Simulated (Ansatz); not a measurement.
# CdTe: the gap against volume

CdTe, F-43m, a = 6.556 Å. Ansatz: r2SCAN, PAW, 500 eV, Γ-centred 8×8×8 mesh on 2 atoms, Gaussian smearing 0.02 eV; no spin polarisation. Symmetry fixes shape and atoms, so the cell is only scaled; x = ln(V/V0) with V0 = 35.220 Å³/atom. The gap is read at the mesh points alone.

| x | gap y (eV) |
| --- | --- |
| -0.0619 | 1.369 |
| -0.0305 | 1.266 |
| 0.0000 | 1.168 |
| 0.0296 | ? |
| 0.0583 | 0.983 |

Fit a straight line to the other rows, give the volume deformation potential of the gap and its pressure coefficient, and predict the missing gap. B0 = 40.3 GPa.

Means x = -0.008525, y = 1.1965; Σ(Δx)² = 0.007870, ΣΔxΔy = -0.02524; the slope is their ratio. y = 1.169 − 3.208 x. The slope is the deformation potential a = dE_g/d ln V = -3.21 eV, and dE_g/dP = −a/B0 = 79.6 meV/GPa. At x = 0.0296 the fit asked for gives 1.074 eV. The run gave 1.074 eV, the same to the digits shown.

Spin-orbit coupling is left out, which matters for the bands of heavy elements. Semilocal functionals give gaps under the measured ones; changes of the gap mostly carry over better.